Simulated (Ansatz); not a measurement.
Pt:

```
Pt
1.0
    -1.58422    1.58422    1.58422
     1.58422   -1.58422    1.58422
     1.58422    1.58422   -1.58422
Pt
1
Direct
  0.00000 0.00000 0.00000
```

This isn't the form of Pt at room conditions, which is fcc.

```yaml
Program: Ansatz 0.2.0
Task: relaxation of cell and atoms
Functional: B3LYP
Potentials_or_basis: Ansatz PAW
Cutoff: "420 eV (not typed: the program's choice for these potentials)"
k_mesh: 6 × 6 × 6
Occupations: fermi-dirac, width 0.05 eV
Spin: no spin polarisation
```

At the start: volume 15.90 Å³/atom.

How do energy, volume and symmetry change on relaxing?

It ends after 4 steps and the volume is 16.21 Å³/atom (+1.9 %); space group Im-3m (No. 229, to 0.05 Å).

Step by step:
| step | energy change (eV) | largest force (eV/Å) | volume (Å³) |
| --- | --- | --- | --- |
| 1 | 0.0000 | 0.0000 | 15.90 |
| 2 | -0.0039 | 0.0000 | 16.23 |
| 3 | -0.0039 | 0.0000 | 16.21 |
| 4 | -0.0040 | 0.0000 | 16.21 |

Final structure:
```cif
data_structure
_symmetry_space_group_name_H-M 'P 1'
_symmetry_Int_Tables_number 1
_cell_length_a 2.7612
_cell_length_b 2.7612
_cell_length_c 2.7612
_cell_angle_alpha 109.471
_cell_angle_beta 109.471
_cell_angle_gamma 109.471
_cell_volume 16.21
loop_
_atom_site_label
_atom_site_type_symbol
_atom_site_fract_x
_atom_site_fract_y
_atom_site_fract_z
_atom_site_occupancy
Pt1 Pt 0.00000 0.00000 0.00000 1
```

Caveat: the k mesh is coarse (spacing up to 0.47 Å⁻¹), so the values aren't converged, least of all with exact exchange; the plane-wave basis is chosen anew once the cell has moved, so the energies of steps on either side of that aren't comparable; the PAW data sets come from PBE, with cores solved anew for the run's functional, which leaves a small shift of forces and pressure.
